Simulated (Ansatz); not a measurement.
## Co under changes of volume

One of the cells (10.886 Å³/atom); the others are scaled copies at fixed shape and fractional positions:

```
Co
1.0
     2.48736    0.00000    0.00000
    -1.24368    2.15412    0.00000
     0.00000    0.00000    4.06329
Co
2
Direct
  0.33333 0.66667 0.74014
  0.66667 0.33333 0.25986
```

| Item | Value |
| --- | --- |
| Program | Ansatz 0.2.0 |
| Functional | HSE06 |
| Potentials or basis | Ansatz PAW |
| Cutoff | 420 eV (not typed: the program's choice for these potentials) |
| k mesh | 8 × 8 × 4 |
| Occupations | fermi-dirac, width 0.05 eV |
| Spin | collinear spin, ferromagnetic start |
| Starting moments | [2.0, 2.0] μB |

```csv
volume (Å³/atom),energy over the lowest point (meV/atom),pressure (GPa),moment (μB per cell),largest force (eV/Å)
10.233,?,?,?,?
10.450,77.99,16.1,3.56,0.383
10.668,56.55,13.3,3.56,0.454
10.886,41.54,9.2,3.56,0.433
11.103,27.51,8.9,3.60,0.368
11.321,11.67,10.3,3.87,0.168
11.539,0.00,6.8,3.87,0.140
```

Q: What does the run at 10.233 Å³/atom give?

A: Energy over the lowest point 103.26 meV/atom; pressure 20.8 GPa; moment 3.56 μB per cell; largest force 0.393 eV/Å.

Worked out: A Birch-Murnaghan fit of order 3 (a polynomial in V^(-2/3)) to the other rows has no minimum within the range. It gives 102.80 meV/atom at 10.233 Å³/atom, against the run's 103.26, and -dE/dV = 20.9 GPa, against 20.8. The moment follows no smooth curve through the other rows.

Energies are extrapolated to zero smearing.

Caveats: all runs use coarse meshes; the magnetic or orbital state may not be the lowest; the PAW data sets come from PBE, with cores solved anew for the run's functional, which leaves a small shift of forces and pressure; the thresholds are loose for stress.
